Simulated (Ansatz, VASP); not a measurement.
**Two plane-wave programs on MgO**

The input INCAR:

```
SYSTEM = MgO
ALGO = Normal ; EDIFF = 1E-7
ENCUT = 520 ; GGA = PE
ISIF = 2 ; ISMEAR = -1
LASPH = .TRUE. ; LCHARG = .FALSE.
LREAL = .FALSE. ; LWAVE = .FALSE.
NBANDS = 11 ; NELM = 60
PREC = Accurate ; SIGMA = 0.02
```

File KPOINTS:

```
k-points
0
G
  10 10 10
  0 0 0
```

POSCAR

```
MgO
1.0
    0.0570501415      2.2820056617      2.2820056617
    2.2820056617      0.0570501415      2.2820056617
    2.3390558033      2.3390558033      0.0000000001
Mg O
1 1
Direct
    0.0044516999      0.0044516999     -0.0044516999
    0.2455483001      0.2455483001      0.2544516999
```

Input for Ansatz:

```yaml
crystal:
  lattice:
    - [0.0570501415, 2.2820056617, 2.2820056617]
    - [2.2820056617, 0.0570501415, 2.2820056617]
    - [2.3390558033, 2.3390558033, 1.0e-10]
  atoms:
    - { symbol: Mg, position: [0.0044516999, 0.0044516999, -0.0044516999] }
    - { symbol: O, position: [0.2455483001, 0.2455483001, 0.2544516999] }
kpoints:
  mp_grid: { grid: [10, 10, 10] }
  band_path:
    path:
      - [0.0, 0.0, 0.0]
      - [-0.5, -0.5, 0.0]
      - [-0.375, -0.375, 0.25]
      - [-0.375, 0.0, 0.375]
      - [0.0, 0.0, 0.5]
      - [-0.5, -0.25, 0.25]
    npoints: 1
hamiltonian:
  xc: pbe
scf:
  occupations: { method: fermi_dirac, width: 0.02 }
  n_extra_bands: 4
output:
  forces: true
  stress: true
  eigenvalues: true
```

Change from the starting cell: shear_xy strain +5.0%.

Alike in both runs: task single point; functional PBE; k mesh 10 × 10 × 10; occupations fermi-dirac, width 0.02 eV; no spin polarisation.

|  | VASP | Ansatz |
| --- | --- | --- |
| version | VASP 6.6.1 | Ansatz 0.2.0 |
| potentials or method | VASP PAW PBE potentials, release 64 (Mg, O) | plane waves, PAW |
| plane-wave cutoff (eV) | 520 | 420 |
| valence electrons in the cell | 8 | 16 |

|  | VASP | Ansatz | Ansatz less VASP |
| --- | --- | --- | --- |
| gap on the k mesh at the Fermi level (eV) | 3.48 | 3.50 | +0.017 |
| pressure (GPa) | 3.5 | 3.8 | +0.37 |
| largest component of the traceless stress (GPa) | 4.29 | 4.22 | -0.066 |
| rms of the force components (eV/Å) | 0.015 | 0.015 | -0.0005 |

Atom by atom the forces differ by 0.001 eV/Å (rms over components). The functional is the same, so the differences come from potentials, cutoffs and numerics. The two sets of potentials don't hold the same shells in valence.
